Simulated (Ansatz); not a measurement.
What strain does to RbBr (rocksalt)

RbBr built on the rocksalt prototype, relaxed with r2SCAN in Ansatz. It is cubic, Fm-3m (No. 225); conventional cell a = 6.922 Å, 41.45 Å³ an atom. Around Rb lie 6 Br at 3.46 Å; around Br lie 6 Rb at 3.46 Å.

The axes x, y and z are those of this cell:
```
CELL_PARAMETERS angstrom
0.00000 3.46083 3.46083
3.46083 0.00000 3.46083
3.46083 3.46083 0.00000
ATOMIC_POSITIONS crystal
Rb 0.00000 0.00000 0.00000
Br 0.50000 0.50000 0.50000
```

Unstrained: The PBE gap is direct at Γ: 4.291 eV. r2SCAN gives a direct gap of 4.893 eV at Γ. With HSE06 the gap is 5.443 eV and direct, at Γ. Meshes: PBE 6×6×6, r2SCAN 6×6×6, HSE06 4×4×4. Strains are changes of length per length. After each strain the atoms were relaxed again with r2SCAN within the symmetry that the strain leaves, so tilts or polar shifts that break it weren't tested; points keep the names that they have in the unstrained zone. Spin-unpolarised throughout; all numbers are computed.

Changes of the least gap in eV (an overlap counts as a negative gap):
```json
{"strain": "epitaxial +2.38 % in the xy plane, free normal strain -0.55 %", "volume change (%)": "+4.2", "space group": "I4/mmm", "PBE": "-0.118", "r2SCAN": "-0.123", "HSE06": "-0.126", "energy rise, r2SCAN (meV/atom)": "4.7"}
{"strain": "epitaxial -5.31 % in the plane normal to [111], free normal strain +6.03 %", "volume change (%)": "-4.9", "space group": "R-3m", "PBE": "-0.015", "r2SCAN": "-0.015", "HSE06": "-0.007", "energy rise, r2SCAN (meV/atom)": "14.2"}
{"strain": "biaxial +2.43 % in x and y, z held", "volume change (%)": "+4.9", "space group": "I4/mmm", "PBE": "-0.129", "r2SCAN": "-0.134", "HSE06": "-0.139", "energy rise, r2SCAN (meV/atom)": "5.0"}
```

Epitaxial +2.38 % in the xy plane, free normal strain -0.55 %. HSE06: the gap goes from 5.443 to 5.317 eV (-0.126 eV); with r2SCAN the top three valence levels at Γ, degenerate before, become 1+2 from the top over 26 meV. Stress change with r2SCAN, compression positive: xx -0.75, yy -0.75, zz +0.01 GPa.

Epitaxial -5.31 % in the plane normal to [111], free normal strain +6.03 %. HSE06: the gap goes from 5.443 to 5.436 eV (-0.007 eV); with r2SCAN the top three valence levels at Γ, degenerate before, become 2+1 from the top over 210 meV. Stress change with r2SCAN, compression positive: xx +0.69, yy +0.69, zz +0.69, xy -0.35, xz -0.35, yz -0.35 GPa.

Biaxial +2.43 % in x and y, z held. HSE06: the gap goes from 5.443 to 5.304 eV (-0.139 eV); with r2SCAN the top three valence levels at Γ, degenerate before, become 1+2 from the top over 20 meV. Stress change with r2SCAN, compression positive: xx -0.78, yy -0.78, zz -0.18 GPa.

The runs are scalar-relativistic, without spin-orbit coupling.

The meshes of the hybrids are coarse, so their gaps aren't converged to the digits shown.

The splittings at Γ are without spin-orbit coupling, which regroups them where it is of like size or larger.
